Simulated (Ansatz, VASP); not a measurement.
AgCl: VASP beside Ansatz

The input INCAR:

```
SYSTEM = AgCl
PREC     = Accurate       ! precision mode
ENCUT    = 520            ! plane-wave cutoff, eV
EDIFF    = 1E-8           ! SCF threshold, eV
ISMEAR   = -1             ! smearing method
SIGMA    = 0.02           ! smearing width, eV
LREAL    = .False.        ! projectors in reciprocal space
LASPH    = .True.         ! aspherical terms in the spheres
NELM     = 80             ! most SCF steps
ALGO     = Normal         ! electronic algorithm
ISIF     = 2              ! what is computed and relaxed
LWAVE    = .False.        ! write WAVECAR
LCHARG   = .False.        ! write CHGCAR
GGA      = PE             ! functional
LEFG     = .True.       
NBANDS   = 16             ! bands
```

The input KPOINTS:

```
regular mesh
0
Gamma
  8 8 8
  0 0 0
```

Contents of POSCAR:

```
AgCl
1.0
    0.0000000000      2.7731500000      2.7731500000
    2.7731500000      0.0000000000      2.7731500000
    2.7731500000      2.7731500000      0.0000000000
Ag Cl
1 1
Direct
    0.5000000000      0.5000000000      0.5000000000
    0.0000000000      0.0000000000      0.0000000000
```

Input for Ansatz:

```yaml
crystal:
  lattice:
    - [0.0, 2.77315, 2.77315]
    - [2.77315, 0.0, 2.77315]
    - [2.77315, 2.77315, 0.0]
  atoms:
    - { symbol: Ag, position: [0.5, 0.5, 0.5] }
    - { symbol: Cl, position: [0.0, 0.0, 0.0] }
kpoints:
  mp_grid: { grid: [8, 8, 8] }
  band_path:
    path:
      - [0.0, 0.0, 0.0]
      - [0.5, 0.0, 0.5]
      - [0.625, 0.25, 0.625]
      - [0.375, 0.375, 0.75]
      - [0.0, 0.0, 0.0]
      - [0.5, 0.5, 0.5]
      - [0.5, 0.25, 0.75]
      - [0.5, 0.0, 0.5]
    npoints: 8
scf:
  occupations: { method: fermi_dirac, width: 0.02 }
hamiltonian:
  xc: pbe
  pseudopotentials: { kind: all_electron, datasets: crystal }
output:
  forces: true
  stress: true
  eigenvalues: true
  efg: { contact_densities: true }
```

Alike in both runs: task electric field gradients; functional PBE; k mesh 8 × 8 × 8; occupations fermi-dirac, width 0.02 eV; no spin polarisation.

|  | VASP | Ansatz |
| --- | --- | --- |
| version | VASP 6.6.1 | Ansatz 0.2.0 |
| potentials or method | VASP PAW PBE potentials, release 64 (Ag, Cl) | all-electron PAW with datasets made for the crystal, scalar-relativistic |
| plane-wave cutoff (eV) | 520 | see its input |

```csv
,VASP,Ansatz,Ansatz less VASP
gap on the k mesh at the Fermi level (eV),0.91,0.91,+0.004
pressure (GPa),1.5,1.6,+0.14
Vzz of the field gradient on the site that differs most (V/Å²),0.0,0.0,0.00
```

Ansatz ran all-electron here, so the differences hold the error of VASP's frozen core and of both bases. Ansatz warned: «gradients_without_spin_orbit».

A k mesh can miss the band edges. A hybrid or GW would open this gap; PBE tends to underestimate it.
